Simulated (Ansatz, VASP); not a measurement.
TiSi16 (a cell with a defect): VASP beside Ansatz

```
CELL_PARAMETERS angstrom
0.00000 5.43000 5.43000
5.43000 0.00000 5.43000
5.43000 5.43000 0.00000
ATOMIC_POSITIONS crystal
Si 0.00213 0.99443 0.00103
Si 0.12186 0.12752 0.12153
Si 0.98854 0.00345 0.50348
Si 0.12211 0.12762 0.62769
Si 0.00164 0.50091 0.00097
Si 0.12576 0.62401 0.12411
Si 0.00212 0.50096 0.49453
Si 0.12184 0.62151 0.62757
Si 0.50394 0.00380 0.98815
Si 0.62883 0.12755 0.12139
Si 0.50419 0.00324 0.50329
Si 0.62494 0.12465 0.62461
Si 0.49612 0.50093 0.00099
Si 0.62827 0.62158 0.12157
Si 0.50392 0.48817 0.50382
Si 0.62882 0.62137 0.62761
Ti 0.37513 0.87459 0.37459
```

Alike in both runs: functional PBEsol; k mesh 2 × 2 × 2; occupations fermi-dirac, width 0.02 eV; no spin polarisation.

Ansatz relaxed the structure, and its values are those at the end. VASP's run is a single point on that final structure, the one shown.

|  | VASP | Ansatz |
| --- | --- | --- |
| version | VASP 6.6.1 | Ansatz 0.2.0 |
| potentials or method | VASP PAW PBE potentials, release 64 (Si, Ti_sv) | scalar-relativistic, plane waves, PAW |
| plane-wave cutoff (eV) | 520 | 420 |
| valence electrons in the cell | 76 | 76 |

|  | VASP | Ansatz | Ansatz less VASP |
| --- | --- | --- | --- |
| rms of the force components (eV/Å) | 0.019 | 0.018 | -0.0012 |

Ansatz warned: «pseudo_functional_mismatch».

Caveats: the k mesh is coarse (spacing up to 0.50 Å⁻¹), so the values aren't converged; the PAW data sets were made with another functional, which shifts forces and pressure a little (VASP).
